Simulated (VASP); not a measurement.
# LiF: G0W0 on PBE, by tags set and frequency points

LiF, P6_3mc (no. 186), 4 atoms in the cell. PBE, GW; PAW potentials F_GW, Li_GW (PBE set).

| Tags set | Frequency points | Quasiparticle gap on the mesh (eV) | Gap of the starting point on the mesh (eV) | Quasiparticle gap at the zone centre (eV) | Starting gap at the zone centre (eV) | Correction of the gap between the band edges on the mesh (eV) | Time (s) |
|---|---|---|---|---|---|---|---|
| NOMEGA = 48, OMEGAMAX left out | 48 | 12.20 | 7.90 | 12.20 | 7.90 | 4.30 | 20 |
| NOMEGA = 48, OMEGAMAX = 30 | 48 | 12.20 | 7.90 | 12.20 | 7.90 | 4.30 | 21 |
| NOMEGA = 96, OMEGAMAX left out | 96 | 12.20 | 7.90 | 12.20 | 7.90 | 4.29 | 22 |
| NOMEGA = 96, OMEGAMAX = 30 | 96 | 12.19 | 7.90 | 12.19 | 7.90 | 4.29 | 22 |
| NOMEGA = 96, OMEGAMAX = 20 | 96 | 12.21 | 7.90 | 12.21 | 7.90 | 4.31 | 22 |
| NOMEGA = 96, OMEGAMAX = 60 | 96 | 12.20 | 7.90 | 12.20 | 7.90 | 4.30 | 22 |
| NOMEGA = 200, OMEGAMAX left out | 200 | 12.25 | 7.90 | 12.25 | 7.90 | 4.35 | 25 |
| NOMEGA = 200, OMEGAMAX = 30 | 200 | 12.23 | 7.90 | 12.23 | 7.90 | 4.33 | 25 |

Limits: the mesh is coarse: neither the gap nor the screening is converged.

## Input of the first row

INCAR.step1:
```
ALGO = Normal
EDIFF = 1E-8
ENCUT = 600
GGA = PE
ISMEAR = 0
KPAR = 2
LASPH = T
LCHARG = F
LREAL = F
LWAVE = T
NELM = 150
PREC = Accurate
SIGMA = 0.05
```

INCAR.step2, as INCAR.step1 but for:
```
- ALGO = Normal
- NELM = 150
+ ALGO = Exact
+ ISTART = 1
+ LOPTICS = T
+ NBANDS = 184
+ NELM = 1
```

INCAR.step3:
```
ALGO = EVGW0
ENCUT = 600
ENCUTGW = 160
GGA = PE
ISMEAR = 0
ISTART = 1
KPAR = 2
LASPH = T
LCHARG = F
LREAL = F
LWAVE = F
NBANDS = 184
NBANDSGW = 12
NELMGW = 1
NOMEGA = 48
PREC = Accurate
PRECFOCK = Fast
SIGMA = 0.05
```

KPOINTS:
```
k-points
0
Gamma
  3 3 2
```

POSCAR:
```
LiF
1.0
    3.0609398175      0.0000000000      0.0000000000
   -1.5304699087      2.6508516414      0.0000000000
    0.0000000000      0.0000000000      4.8073245700
F Li
2 2
Direct
    0.6666666667      0.3333333333      0.4938437400
    0.3333333333      0.6666666667      0.9938437400
    0.6666666667      0.3333333333      0.8811542600
    0.3333333333      0.6666666667      0.3811542600
```

Commands (each step's output is kept before the next begins):
```
cat potpaw_PBE.64/F_GW/POTCAR potpaw_PBE.64/Li_GW/POTCAR > POTCAR
cp INCAR.step1 INCAR
mpirun -np 4 vasp_std > vasp.out
cp INCAR.step2 INCAR
mpirun -np 4 vasp_std > vasp.out
cp INCAR.step3 INCAR
mpirun -np 4 vasp_std > vasp.out
```

Changes of the last row against the first:
```
(step 3)
- NOMEGA = 48
+ NOMEGA = 200
+ OMEGAMAX = 30
```

VASP 6.6.1 took 20 s on 4 cores (Intel Xeon Platinum 8375C @ 2.90GHz (Ice Lake)), a shared host.
